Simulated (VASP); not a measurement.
ScAl3: single point with PBEsol

The system is ScAl3.

```xyz
4
Lattice="4.0731 0.0000 0.0000 0.0000 4.0731 0.0000 0.0000 0.0000 4.0731" Properties=species:S:1:pos:R:3 pbc="T T T"
Sc    0.0000    0.0000    0.0000
Al    2.0365    0.0000    2.0365
Al    0.0000    2.0365    2.0365
Al    2.0365    2.0365    0.0000
```

The cell is a database's computed one.

| Property | Result |
| --- | --- |
| Program | VASP 6.6.1 |
| Task | single point |
| Functional | PBEsol |
| Potentials or basis | VASP PAW PBE potentials, release 64 (Sc_sv, Al) |
| Cutoff | 520 eV |
| k mesh | 16 × 16 × 16 |
| Occupations | gaussian, width 0.1 eV |
| Spin | no spin polarisation |

| Quantity | Value |
| --- | --- |
| Pressure | 0.0 GPa |
| Band gap on the k mesh | none (metal or under the smearing width) |

Levels at points of the mesh, in eV from the Fermi level:
```tsv
k point	band 8	band 9	band 10	band 11	band 12	band 13
(0.00, 0.00, 0.00)	-1.81	-1.81	-1.81	1.22	1.30	1.30
(0.50, 0.00, 0.00)	-1.73	-1.51	0.94	1.02	1.02	1.34
(0.50, 0.50, 0.00)	-4.40	-0.55	-0.55	1.21	1.37	2.08
(0.50, 0.50, 0.50)	-4.52	-2.96	-2.96	-2.96	0.94	2.63
```

Wall time 2.1 min on 1 thread of Intel(R) Xeon(R) Platinum 8488C (Sapphire Rapids) (shared host), peak memory 0.3 GiB.

Caveat: the PAW data sets were made with another functional, which shifts forces and pressure a little.
